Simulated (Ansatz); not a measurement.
# ZnS2: the cost of one run

Method: DFT PBE, scalar-relativistic, plane waves, PAW, in Ansatz 0.2.0.

1 further run of the same task is left out (it didn't finish).

## (1) The system as given

It takes space group P6/mmm (No. 191, hexagonal). Conventional cell: a = 4.048 Å, b = 4.048 Å, c = 5.081 Å, α = 90.00°, β = 90.00°, γ = 120.00°. Around Zn (site symmetry 6/mmm) lie 6 S at 2.34 Å. S (site symmetry -6m2) is surrounded by 3 S at 2.34 Å and 3 Zn at 2.34 Å.

Coordinates:

```
CELL_PARAMETERS angstrom
4.04750 0.00000 0.00000
-2.02375 3.50524 0.00000
0.00000 0.00000 5.08126
ATOMIC_POSITIONS crystal
Zn 0.00000 0.00000 0.50000
S 0.33333 0.66667 0.50000
S 0.66667 0.33333 0.50000
```

The cell is invented: random cell by space group and Wyckoff sites (P6/mmm, No. 191). The dimensions are guesses.

## (2) Probe: one point on a coarse mesh

Input file input.yaml:

```yaml
crystal:
  lattice:
    - [4.04750229, 0.0, 0.0]
    - [-2.02375115, 3.50523981, 0.0]
    - [0.0, 0.0, 5.081257]
  atoms:
    - { symbol: Zn, position: [0.0, 0.0, 0.5] }
    - { symbol: S, position: [0.33333333, 0.66666667, 0.5] }
    - { symbol: S, position: [0.66666667, 0.33333333, 0.5] }
basis:
  ecutwfc: 420
kpoints:
  mp_grid: { grid: [6, 6, 4] }
hamiltonian:
  xc: pbe
scf:
  occupations: { method: gaussian, width: 0.1 }
  lower_state_search: "off"
output:
  forces: true
  stress: true
  eigenvalues: true
```

Started as:

```bash
$ ansatz run input.yaml --threads 1 --pin off --max-ram 2560MiB --backend cpu --events-out ev --progress --plain --runs-dir out
```

**Question.** How long does this run take on 1 thread of Arm Neoverse V1, shared host, and how much memory does it need?

About 1.8 s, with a peak of 0.32 GiB.
